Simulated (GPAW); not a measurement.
CdS:

```
CELL_PARAMETERS angstrom
0.00000 2.75324 2.75324
2.75324 0.00000 2.75324
2.75324 2.75324 0.00000
ATOMIC_POSITIONS crystal
Cd 0.00000 0.00000 0.00000
S 0.50000 0.50000 0.50000
```

Measurements of this composition are mostly on another form, of space group No. 186.

Base run:

| Item | Value |
| --- | --- |
| Program | GPAW 26.7.0 |
| Functional | HSE06 |
| Potentials or basis | GPAW PAW data sets (gpaw-data 1.2.1) |
| Cutoff | 450 eV |
| Basis | pw |
| k mesh | 6 × 6 × 6 |
| Occupations | fermi-dirac, width 0.05 eV |
| Spin | no spin polarisation |

Its results: band gap on the k mesh 1.14 eV, indirect (least direct gap 2.51 eV).

The run is repeated on the same cell with these changes: functional from HSE06 to PBE; k mesh from 6 × 6 × 6 to 7 × 7 × 7. What comes out?

Band gap on the k mesh 0.50 eV, indirect (least direct gap 1.55 eV).

Several settings changed at once, so the effect can't be laid on one alone.

Caveats: an odd mesh through Γ misses points on the zone boundary, where band edges often lie (some runs).
